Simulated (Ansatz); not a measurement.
# VN under strain: Field gradients at the nuclei

The cell is a COD entry, relaxed with PBE at fixed cell and then changed (z stretched by 2 %, ions relaxed).

```cif
data_structure
_symmetry_space_group_name_H-M 'P 1'
_symmetry_Int_Tables_number 1
_cell_length_a 2.9483
_cell_length_b 2.9483
_cell_length_c 2.9189
_cell_angle_alpha 60.329
_cell_angle_beta 60.329
_cell_angle_gamma 59.343
_cell_volume 17.94
loop_
_atom_site_label
_atom_site_type_symbol
_atom_site_fract_x
_atom_site_fract_y
_atom_site_fract_z
_atom_site_occupancy
V1 V 0.00000 0.00000 0.00000 1
N2 N 0.50000 0.50000 0.50000 1
```

Sites (sets of like atoms) are named by element and the number of their first atom in this list.

Method: Kohn–Sham DFT in Ansatz, PBE, plane waves and PAW, scalar-relativistic, collinear spin, 420 eV cutoff, Γ-centred 19×19×19 k-points, Fermi–Dirac smearing 0.05 eV. Start moments as typed (μB): 2 on each V, none on the rest.

C_Q = eQV_zz/h, which is 24.18 MHz for Q = 1 b and V_zz = 10²¹ V/m²; η = (V_xx − V_yy)/V_zz. ν_Q = 3|C_Q|/[2I(2I − 1)].

51V: I = 7/2, Q = -52.00 mb; ¹⁴N: I = 1, Q = 20.44 mb. Quadrupole moments are those of Pyykkö's year-2017 table.

```json
{"site": "V", "atoms (order as listed)": "1", "first shell": "6 N at 2.06–2.11 Å", "C_Q (MHz)": "-1.84", "η": "0.00", "ν_Q (MHz)": "0.131"}
{"site": "N", "atoms (order as listed)": "2", "first shell": "6 V at 2.06–2.11 Å", "C_Q (MHz)": "0.278", "η": "0.00", "ν_Q (MHz)": "0.417"}
```

An axis of threefold or higher order runs through V and N, so V_zz lies along it and η is zero.

The run finds no gap above 0.1 eV (a metal, or nearly one), so the gradients can move by 10 % or more with the k-mesh. At this changed cell the PBE pressure is -8 GPa. The start moments die out, and the run ends without spin.
